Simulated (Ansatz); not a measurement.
## SrO: distorted cells

Level of theory: Ansatz 0.2.0, DFT PBEsol, scalar-relativistic, plane waves, PAW.

Settings: cutoff 420 eV, Γ-centred mesh 9×9×6 on the computed 4-atom cell, Gaussian smearing of 0.02 eV; no spin polarisation.

Reference cell:

```yaml
crystal:
  lattice:
    - [4.27547, 0.00000, 0.00000]
    - [-2.13773, 3.70266, 0.00000]
    - [0.00000, 0.00000, 5.15559]
  atoms:
    - { symbol: Sr, position: [0.33333, 0.66667, 0.93813] }
    - { symbol: Sr, position: [0.66667, 0.33333, 0.43813] }
    - { symbol: O, position: [0.33333, 0.66667, 0.43687] }
    - { symbol: O, position: [0.66667, 0.33333, 0.93687] }
```

Each variant moves atoms of this cell by the vectors given, if any (Å), and then applies a symmetric strain (tensor components, Cartesian axes). The reference cell isn't relaxed at this level. Energies are per atom at zero smearing, counted from the lowest variant. Pressure is positive in compression.

1. no strain; moves: O4 (0.000, 0.000, 0.090)
2. strain (xx yy zz yz xz xy, %) -0.70 -0.70 -2.21 0.00 0.00 0.00; moves: Sr1 (0.000, 0.000, 0.030); Sr2 (0.000, 0.000, 0.030); O3 (0.000, 0.000, -0.030); O4 (0.000, 0.000, -0.030)
3. strain (xx yy zz yz xz xy, %) 2.03 0.70 5.87 2.57 0.98 -0.48; moves: Sr1 (-0.151, -0.015, -0.202); Sr2 (0.124, -0.136, -0.141); O3 (-0.156, 0.041, 0.198); O4 (0.183, 0.111, 0.145)
4. strain (xx yy zz yz xz xy, %) -3.76 -3.76 -2.26 0.00 0.00 0.00; moves: Sr1 (0.000, 0.000, 0.100); Sr2 (0.000, 0.000, 0.100); O3 (0.000, 0.000, -0.100); O4 (0.000, 0.000, -0.100)
5. strain (xx yy zz yz xz xy, %) -1.66 -1.66 4.34 0.00 0.00 0.00; moves: Sr1 (0.000, 0.000, -0.150); Sr2 (0.000, 0.000, -0.150); O3 (0.000, 0.000, 0.150); O4 (0.000, 0.000, 0.150)
6. strain (xx yy zz yz xz xy, %) 3.61 3.61 2.11 0.00 0.00 0.00; moves: Sr1 (0.000, 0.000, 0.100); Sr2 (0.000, 0.000, 0.100); O3 (0.000, 0.000, -0.100); O4 (0.000, 0.000, -0.100)
7. strain (xx yy zz yz xz xy, %) 2.50 0.77 -1.34 0.00 0.00 -6.00; moves: Sr1 (0.138, -0.133, -0.014); Sr2 (-0.138, 0.133, -0.014); O3 (0.088, -0.008, 0.014); O4 (-0.088, 0.008, 0.014)
8. strain (xx yy zz yz xz xy, %) -3.11 -9.14 2.82 1.22 2.12 5.22; moves: Sr1 (0.058, 0.034, -0.037); Sr2 (-0.073, -0.042, 0.003); O3 (0.024, 0.014, 0.016); O4 (-0.009, -0.005, 0.018)
9. strain (xx yy zz yz xz xy, %) -1.56 -1.56 4.44 0.00 0.00 0.00; moves: Sr1 (0.000, 0.000, 0.060); Sr2 (0.000, 0.000, 0.060); O3 (0.000, 0.000, -0.060); O4 (0.000, 0.000, -0.060)

| result | ΔE (meV/atom) | P (GPa) | largest force (eV/Å) | gap on mesh (eV) |
| --- | --- | --- | --- | --- |
| A | 0.0 | 0.93 | 0.19 | 2.59 |
| B | 190.2 | 10.61 | 2.23 | 2.73 |
| C | 31.0 | -1.02 | 0.38 | 2.78 |
| D | 73.0 | -2.51 | 1.24 | 2.34 |
| E | 1.9 | -1.92 | 0.28 | 2.52 |
| F | 17.0 | -2.32 | 0.04 | 2.58 |
| G | 70.9 | -6.00 | 0.34 | 2.29 |
| H | 207.1 | -1.00 | 2.18 | 2.45 |
| I | 51.8 | 7.47 | 0.69 | 2.94 |

Question: Which variant gave which result?

Answer: A is 2, B is 8, C is 5, D is 7, E is 1, F is 9, G is 6, H is 3, I is 4.

An odd mesh misses points on the zone edge, so a gap read on it can be too wide.

This form isn't the usual stable structure of the compound.